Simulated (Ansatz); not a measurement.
# CdS (P6_3mc), one atom moved over a plane

Theory: Ansatz, DFT PBE, scalar-relativistic, plane waves, PAW. The runs took a 420 eV cutoff, a Γ-centred 12×12×4 mesh and Gaussian smearing (0.05 eV). No spin polarisation. Energies are free energies at this smearing, counted from the undisturbed cell; pressure is positive in compression.

The starting cell (as given, not relaxed at this level; it stands at 2.5 GPa):

```
CELL_PARAMETERS angstrom
4.13480 0.00000 0.00000
-2.06740 3.58084 0.00000
0.00000 0.00000 6.74900
ATOMIC_POSITIONS crystal
Cd 0.33333 0.66667 0.00000
Cd 0.66667 0.33333 0.50000
S 0.33333 0.66667 0.38500
S 0.66667 0.33333 0.88500
```

Atom 3 (S) is moved by p along (0.000, 1.000, 0.000) and q along (0.000, 0.000, 1.000) (Å), all else fixed. Points are written (p, q).

Energy above the undisturbed cell in eV/cell (a dash: not computed):

```
 p \ q  -0.200  -0.100  0.000  0.100  0.200
-0.200    0.17    0.09   0.10   0.17   0.29
-0.100    0.12       –      ?      –      ?
 0.000    0.10       ?   0.00   0.05   0.15
 0.100    0.12       –      –      –      –
 0.200    0.20       –      ?      –   0.36
```

**Question.** Fill in the withheld energies.

**Answer.** (-0.100, 0.000): 0.03; (-0.100, 0.200): 0.19; (0.000, -0.100): 0.01; (0.200, 0.000): 0.16.